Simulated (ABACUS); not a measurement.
Runs of ABACUS 3.10.1 on GaSb. Symmetry: F-43m, No. 216, cubic system. The conventional cell has a = 6.118 Å, b = 6.118 Å, c = 6.118 Å, α = 90.00°, β = 90.00°, γ = 90.00°. Sb (site symmetry -43m) is surrounded by 4 Ga at 2.65 Å. Around Ga (site symmetry -43m) lie 4 Sb at 2.65 Å. 

```tsv
task	level	potentials or basis	cell	k mesh	cutoff (eV)	symmetry key	optimiser	force threshold	max steps	cell moves	gap on the mesh (eV)	pressure (GPa)	relaxed volume (Å³/atom)
single point	SCAN	SG15 ONCV 1.2 PBE, plane waves	as given	5 × 5 × 5	1279	1	-	-	-	-	none	-2.5	-
single point	RPBE	SG15 ONCV 1.2 PBE, plane waves	as given	6 × 6 × 6	1102	1	-	-	-	-	0.13	4.2	-
relaxation of cell and atoms	SCAN	SG15 ONCV 1.2 PBE, plane waves	relaxed	5 × 5 × 5	1279	1	ASE LBFGS	0.03 eV/Å	60	yes	(a)	-0.1	27.28
single point	LDA	PseudoDojo NC SR 0.4.1 LDA stringent, plane waves	as given	6 × 6 × 6	1551	1	-	-	-	-	none	(b)	-
single point	LDA-PW92	PseudoDojo NC SR 0.4.1 LDA standard, plane waves	as given	6 × 6 × 6	1143	1	-	-	-	-	none	-1.7	-
relaxation of cell and atoms	LDA-PW92	PseudoDojo NC SR 0.4.1 LDA standard, plane waves	relaxed	6 × 6 × 6	1143	1	ASE FIRE	0.02 eV/Å	60	yes	0.08	0.1	(c)
```

Alike in all rows: no spin polarisation; smearing fermi-dirac 0.05 eV.

Task: Estimate the missing entries.

Result: (a) 0.17; (b) -1.5; (c) 27.60.

Caveats: the potentials were made for another functional, which shifts forces and pressure (some runs); this crystal is a semiconductor, whose small gap the functional closes, so the metal is an error of the method (some runs); spin-orbit coupling is left out, which moves the levels of the heavy elements (some runs); an odd mesh through Γ misses points on the zone boundary, where band edges often lie (some runs).

A k mesh can miss the band edges, and the runs leave out spin-orbit coupling on Ga, Sb.

A gap of «none» marks a metal or a gap under the smearing width.

The runs don't all hold the same shells in valence.
